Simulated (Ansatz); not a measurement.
**Elastic constants of PbF2 (Fm-3m), step by step**

```
CELL_PARAMETERS angstrom
0.00000 2.94935 2.94935
2.94935 0.00000 2.94935
2.94935 2.94935 0.00000
ATOMIC_POSITIONS crystal
Pb 0.00000 0.00000 0.00000
F 0.25000 0.25000 0.25000
F 0.75000 0.75000 0.75000
```

Computed, not measured; unless marked otherwise by PBEsol, all-electron LAPW in Ansatz 0.2.0, scalar-relativistic. k mesh 6×6×6, strains of ±0.005, fixed occupations, basis error target 1 meV/atom. The cell was relaxed by PAW under this functional.

The cell is cubic and carries a residual pressure of 0.00 GPa at this level. Each strain component that symmetry leaves independent is applied at ±0.005, the ions relax wherever a strain frees them, and the stress (tension positive, GPa) is read. Shears are engineering strains, γ = 2ε.

```tsv
strain	size	σxx	σyy	σzz	σyz	σxz	σxy
xx	-0.005	-0.5708	-0.3007	-0.3007	0.0000	0.0000	0.0000
xx	+0.005	0.5533	0.2819	0.2819	0.0000	0.0000	0.0000
yz	-0.005	-0.0054	-0.0049	-0.0049	-0.1117	0.0000	0.0000
yz	+0.005	-0.0054	-0.0049	-0.0049	0.1117	0.0000	0.0000
```

A central difference gives one constant, for example C11 ≈ (0.5533 − (-0.5708))/(0.01) = 112.4 GPa; the program then imposes the crystal's symmetry on the whole matrix.

What are the independent elastic constants?

C11 = 112.4, C12 = 58.3, C44 = 22.3 GPa.

Do they meet the Born conditions?

C11 − C12 = 54.2, C11 + 2C12 = 228.9 and C44 = 22.3 GPa must all be positive, so the crystal is elastically stable; that says nothing yet of its phonons.

What moduli does a random aggregate of grains have?

B = (C11 + 2C12)/3 = 76.3 GPa. G_V = (C11 − C12 + 3C44)/5 = 24.2 and G_R = 5(C11 − C12)C44/(4C44 + 3(C11 − C12)) = 24.0, so G_H = 24.1 GPa. Then E = 9BG/(3B + G) = 65.5 GPa, ν = (3B − 2G)/(6B + 2G) = 0.357 and B/G = 3.16, on the ductile side of Pugh's 1.75 (a rule of thumb, made for metals; it doesn't predict ductility here).

With the density of 7.935 g/cm³, how fast does sound travel, and what Debye temperature follows?

```csv
direction,slow (m/s),middle (m/s),fast (m/s)
[100],1678,1678,3764
[110],1678,1847,3684
[111],1793,1793,3657
```

The mean of v⁻³ over directions and branches gives v_m = 1961 m/s and θ_D = (ħ/k_B) v_m (6π²n)^(1/3) = 227 K, n being atoms per volume. Young's modulus spans 61 to 73 GPa over directions, and the universal anisotropy index is 0.04.

How far do the constants move if PAW replaces LAPW in the same cell?

```
constant  LAPW (GPa)  PAW (GPa)  difference
     C11       112.4      112.4         0.0
     C12        58.3       58.4         0.1
     C44        22.3       22.3         0.0
```

How do the constants change if the ions are clamped to the homogeneous strain?

Clamped values, with the change against relaxed ions: C11 = 112.4 (+0.0), C12 = 58.3 (+0.0), C44 = 33.0 (+10.7) GPa.

Keep in mind: no spin-orbit coupling on heavy atoms; the frozen-core PAW files of the compared runs were fitted under PBE, their cores solved anew for this functional.
